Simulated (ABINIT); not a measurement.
Crystal: PbSe (Clausthalite).

```
CELL_PARAMETERS angstrom
0.00000 3.06065 3.06065
3.06065 0.00000 3.06065
3.06065 3.06065 0.00000
ATOMIC_POSITIONS crystal
Pb 0.00000 0.00000 0.00000
Se 0.50000 0.50000 0.50000
```

| Quantity | Value |
| --- | --- |
| Program | ABINIT 10.8.3 (patched build) |
| Task | single point |
| Functional | PBE |
| Potentials or basis | JTH PAW PBE v2.0 |
| Cutoff | 599 eV |
| k mesh | 8 × 8 × 8 |
| Occupations | fermi-dirac, width 0.05 eV |
| Spin | no spin polarisation |

On this cell: pressure 2.4 GPa; largest force zero by symmetry; band gap on the k mesh 0.29 eV, direct.

The same run follows on a disturbed copy (atoms moved at random, drawn with an rms of 0.05 Å):

```
CELL_PARAMETERS angstrom
0.00000 3.06065 3.06065
3.06065 0.00000 3.06065
3.06065 3.06065 0.00000
ATOMIC_POSITIONS crystal
Pb 0.99775 0.99684 0.99940
Se 0.50309 0.50000 0.49270
```

What does the disturbed cell give?

The energy moves by +0.1 meV/atom; pressure 2.5 GPa; largest force 0.016 eV/Å; band gap on the k mesh 0.29 eV, direct.

Forces on the atoms (eV/Å):
```
Pb  -0.006 -0.002  0.015
Se   0.006  0.002 -0.015
```

Caveats: spin-orbit coupling is left out, which as a rule narrows the gap of such compounds by several tenths of an eV.

A k mesh can miss the band edges.
